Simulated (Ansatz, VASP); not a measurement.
# One calculation of GaAs, two programs

```
CELL_PARAMETERS angstrom
0.00000 2.66017 3.19220
2.66017 0.00000 3.19220
2.66017 2.66017 0.00000
ATOMIC_POSITIONS crystal
Ga 0.00000 0.00000 0.00000
As 0.75000 0.75000 0.75000
```

Alike in both runs: task single point; functional PBE; k mesh 8 × 8 × 8; occupations gaussian, width 0.05 eV; no spin polarisation.

```csv
,VASP,Ansatz
version,VASP 6.6.1,Ansatz 0.2.0
potentials or method,"VASP PAW PBE potentials, release 64 (Ga_d, As)","scalar-relativistic, plane waves, PAW"
plane-wave cutoff (eV),520,420
valence electrons in the cell,18,28
```

|  | VASP | Ansatz | Ansatz less VASP |
| --- | --- | --- | --- |
| gap on the k mesh at the Fermi level (eV) | none | none | - |
| pressure (GPa) | 3.3 | 3.1 | -0.20 |
| largest component of the traceless stress (GPa) | 9.42 | 9.46 | +0.032 |

A gap of «none» marks a metal or a gap that the smearing closes. The two sets of potentials don't hold the same shells in valence.
